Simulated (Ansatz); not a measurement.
The system is LiCl.

```xyz
2
Lattice="0.0000 2.5648 2.5648 2.5648 0.0000 2.5648 2.5648 2.5648 0.0000" Properties=species:S:1:pos:R:3 pbc="T T T"
Cl    2.5648    2.5648    2.5648
Li    0.0000    0.0000    0.0000
```

* Program: Ansatz 0.2.0
* Task: relaxation of cell and atoms
* Functional: RPBE
* Dispersion: D3(BJ)
* Potentials or basis: Ansatz PAW
* Cutoff: 420 eV (not typed: the program's choice for these potentials)
* k mesh: 9 × 9 × 9
* Occupations: fermi-dirac, width 0.05 eV
* Spin: no spin polarisation

At the start: volume 16.87 Å³/atom.

Task: Where does the relaxation end?

Result: It ends after 6 steps and the volume is 13.50 Å³/atom (-20.0 %); space group Fm-3m (No. 225, to 0.05 Å).

Step by step:
```
step  energy change (eV)  largest force (eV/Å)  volume (Å³)
   1              0.0000                0.0000        33.74
   2             -0.1701                0.0000        29.04
   3             -0.1879                0.0000        26.12
   4             -0.1929                0.0000        27.11
   5             -0.1930                0.0000        27.01
   6             -0.1928                0.0000        27.01
```

Final structure:
```
Cl Li
1.0
     0.00000    2.38137    2.38137
     2.38137    0.00000    2.38137
     2.38137    2.38137    0.00000
Cl Li
1 1
Direct
  0.50000 0.50000 0.50000
  0.00000 0.00000 0.00000
```

Caveat: the volume moved by over 15 % at a fixed basis, so the end points are rough; the plane-wave basis is chosen anew once the cell has moved, so the energies of steps on either side of that aren't comparable; the volume moved by -20 % from the deposited cell, more than functionals usually miss; the PAW data sets come from PBE, with cores solved anew for the run's functional, which leaves a small shift of forces and pressure.
